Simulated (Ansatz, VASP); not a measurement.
# As in VASP and in Ansatz

```
As
1.0
     0.00000    2.16925    2.16925
     2.16925    0.00000    2.16925
     2.16925    2.16925    0.00000
As
1
Direct
  0.00000 0.00000 0.00000
```

Alike in both runs: task single point; functional revPBE; k mesh 14 × 14 × 14; occupations fermi-dirac, width 0.1 eV; no spin polarisation.

```csv
,VASP,Ansatz
version,VASP 6.6.1,Ansatz 0.2.0
potentials or method,"VASP PAW PBE potentials, release 64 (As)","plane waves (420 eV) with PAW, scalar-relativistic"
plane-wave cutoff (eV),520,420
valence electrons in the cell,5,15
```

|  | VASP | Ansatz | Ansatz less VASP |
| --- | --- | --- | --- |
| pressure (GPa) | -2.8 | -2.8 | +0.02 |

The two sets of potentials don't hold the same shells in valence.

Caveats: the PAW data sets were made with another functional, which shifts forces and pressure a little (VASP).
